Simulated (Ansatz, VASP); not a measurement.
# Ge: VASP beside Ansatz

```
Ge
1.0
    -1.60842    1.60842    1.87318
     1.60842   -1.60842    1.87318
     1.60842    1.60842   -1.87318
Ge
1
Direct
  0.50000 0.50000 0.00000
```

The cell was built by a generator and needn't be a form met in nature.

Alike in both runs: task single point; functional PBE; k mesh 12 × 12 × 12; occupations fermi-dirac, width 0.05 eV; no spin polarisation.

|  | VASP | Ansatz |
| --- | --- | --- |
| version | VASP 6.6.1 | Ansatz 0.2.0 |
| potentials or method | VASP PAW PBE potentials, release 64 (Ge_d) | Ansatz PAW |
| plane-wave cutoff (eV) | 520 | 420 |
| valence electrons in the cell | 14 | 14 |

```csv
,VASP,Ansatz,Ansatz less VASP
gap on the k mesh at the Fermi level (eV),none,none,-
pressure (GPa),0.7,0.6,-0.03
largest component of the traceless stress (GPa),0.45,0.45,-0.003
```

A gap of «none» marks a metal or a gap that the smearing closes.
